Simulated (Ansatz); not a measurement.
A crystal relaxed with r2SCAN in Ansatz 0.2.0 has space group P2_1/m (No. 11) and a = 5.351 Å, b = 3.580 Å, c = 6.809 Å, β = 101.7°.

```csv
atom,site,x,y,z
Hf,2e,0.2665,0.7500,0.8088
O,2e,0.4241,0.7500,0.1414
O,2e,0.1008,0.2500,0.8423
Xx,2e,0.2066,0.7500,0.2895
O,2e,0.2963,0.7500,0.5327
O,2e,0.1463,0.2500,0.2752
```

The r2SCAN gap is indirect, 5.21 eV (D–B (0.25 of the way from D) to Γ), below the direct gap of 5.38 eV at D–B (0.40 of the way from D). HSE06 gives an indirect gap of 6.36 eV, from D–B (0.25 of the way from D) to Γ; the least direct gap is 6.57 eV at D–B (0.40 of the way from D). The PBE gap is indirect, 4.68 eV (D–B (0.25 of the way from D) to Γ), below the direct gap of 4.84 eV at D–B (0.40 of the way from D). Meshes: r2SCAN 6×8×4, HSE06 4×4×2, PBE 6×8×4. r2SCAN's ε∞ is 3.7, 3.9 and 3.8 along x, y and z.

**Question.** Which element is Xx?
A. Si
B. Pb
C. C
D. Sn

**Answer.** A. Xx is Si: a 12-atom cell of HfSiO4 built on tetragonal HfO2 (relaxed group P2_1/m) (it has left that coordination). Around Hf lie 7 O at 1.92–2.42 Å; around O lie 1 Si at 1.69 Å and 3 Hf at 2.25–2.42 Å; around O lie 1 Si at 1.71 Å and 2 Hf at 2.03 Å; around Si lie 5 O at 1.63–1.82 Å; around O lie 1 Si at 1.63 Å and 1 Hf at 1.92 Å; around O lie 2 Si at 1.82 Å and 1 Hf at 2.17 Å.

The cell comes from a prototype generator: it can be a known phase or a hypothetical one. Spin polarisation is off.

No spin-orbit coupling is included; it can move band edges with weight on the heavy atoms by tenths of an eV.

Where an edge lies off the special points, it is a point of the mesh or the k point where a search put PBE's edge or least direct gap, reused for the other functionals, whose own edges may lie a little apart.

The meshes of the hybrids are coarse, so their gaps aren't converged to the digits shown.

For a response run the program warns that the ground state's bands aren't all converged, so ε∞ carries an extra error.
